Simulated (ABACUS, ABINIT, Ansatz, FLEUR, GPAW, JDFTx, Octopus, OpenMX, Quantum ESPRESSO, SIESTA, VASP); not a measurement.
# KCl: 12 runs at one level of theory

```xyz
2
Lattice="0.0000 3.1465 3.1465 3.1465 0.0000 3.1465 3.1465 3.1465 0.0000" Properties=species:S:1:pos:R:3 pbc="T T T"
K     0.0311   -0.0414    0.0021
Cl    3.1708    3.1108    3.0997
```

Atoms were shifted at random by some hundredths of an Å from the given cell, which wasn't relaxed again for these runs.

Alike in all runs: task single point; functional PBE; k mesh 7 × 7 × 7; occupations fermi-dirac, width 0.05 eV; no spin polarisation; no spin-orbit coupling. Pressure is positive in compression and, in plane waves, holds the error of the finite cutoff, which Ansatz's Pulay term estimates and takes out.

| program and potentials | plane-wave cutoff (eV) | notes | pressure (GPa) | largest force (eV/Å) | energy over the undisturbed cell (meV/atom) |
| --- | --- | --- | --- | --- | --- |
| Ansatz, Ansatz PAW (earlier soft set) | 420 | - | 0.77 | 0.066 | 0.82 |
| OpenMX, OpenMX 2013 PBE set, K10.0-s3p2d1, Cl7.0-s2p2d1f1, grid cutoff 260 Ry | - | atomic basis | 0.90 | 0.071 | 0.92 |
| GPAW, GPAW PAW data sets (gpaw-data 1.2.1) | 600 | - | 0.70 | 0.066 | 0.82 |
| FLEUR, all-electron, FLAPW | - | - | - | 0.069 | - |
| Ansatz, all-electron LAPW, scalar-relativistic | - | - | 0.77 | 0.066 | - |
| VASP, PBE PAW files Cl, K_sv, 520 eV | 520 | - | 0.80 | 0.068 | - |
| SIESTA, files PseudoDojo sr-pbe-0.4.1-standard, DZP (energy shift 0.003 Ry; two zetas on semicore shells; d shell added on K) | - | atomic basis | 0.73 | 0.071 | 0.87 |
| Octopus, pseudodojo_pbe (PseudoDojo 0.5, PBE) | - | - | - | 0.066 | 0.53 |
| ABINIT, JTH PAW PBE v2.0 | 680 | - | 0.83 | 0.063 | 0.75 |
| ABACUS, PseudoDojo NC SR 0.4.1 PBE standard, plane waves | 1007 | - | 0.76 | 0.066 | 0.82 |
| JDFTx, PseudoDojo-SR-PBE-0.5-standard | 1007 | - | 0.76 | 0.066 | 0.82 |
| Quantum ESPRESSO, SSSP 1.3 efficiency PBE | 816 | - | 0.74 | 0.066 | 0.82 |

Force on atom 1 (K), eV/Å:

```json
{"program and potentials": "Ansatz, Ansatz PAW (earlier soft set)", "x": "-0.009", "y": "0.008", "z": "-0.065"}
{"program and potentials": "OpenMX, OpenMX 2013 PBE set, K10.0-s3p2d1, Cl7.0-s2p2d1f1, grid cutoff 260 Ry", "x": "-0.009", "y": "0.013", "z": "-0.070"}
{"program and potentials": "GPAW, GPAW PAW data sets (gpaw-data 1.2.1)", "x": "-0.009", "y": "0.008", "z": "-0.065"}
{"program and potentials": "FLEUR, all-electron, FLAPW", "x": "-0.008", "y": "0.007", "z": "-0.068"}
{"program and potentials": "Ansatz, all-electron LAPW, scalar-relativistic", "x": "-0.009", "y": "0.008", "z": "-0.065"}
{"program and potentials": "VASP, PBE PAW files Cl, K_sv, 520 eV", "x": "-0.009", "y": "0.008", "z": "-0.066"}
{"program and potentials": "SIESTA, files PseudoDojo sr-pbe-0.4.1-standard, DZP (energy shift 0.003 Ry; two zetas on semicore shells; d shell added on K)", "x": "-0.010", "y": "0.008", "z": "-0.070"}
{"program and potentials": "Octopus, pseudodojo_pbe (PseudoDojo 0.5, PBE)", "x": "-0.009", "y": "0.007", "z": "-0.065"}
{"program and potentials": "ABINIT, JTH PAW PBE v2.0", "x": "-0.008", "y": "0.009", "z": "-0.062"}
{"program and potentials": "ABACUS, PseudoDojo NC SR 0.4.1 PBE standard, plane waves", "x": "-0.009", "y": "0.007", "z": "-0.065"}
{"program and potentials": "JDFTx, PseudoDojo-SR-PBE-0.5-standard", "x": "-0.009", "y": "0.007", "z": "-0.065"}
{"program and potentials": "Quantum ESPRESSO, SSSP 1.3 efficiency PBE", "x": "-0.009", "y": "0.008", "z": "-0.065"}
```

The pressure spans 0.70 (GPAW, GPAW PAW data sets (gpaw-data 1.2.1)) to 0.90 GPa (OpenMX, OpenMX 2013 PBE set, K10.0-s3p2d1, Cl7.0-s2p2d1f1, grid cutoff 260 Ry), with all-electron results at 0.77. Rows in atomic bases carry the error of their basis and grid, which can be large.

The functional is the same throughout but for its coding, so the spread measures potentials, basis and numerics; runs on potential files found faulty are left out.
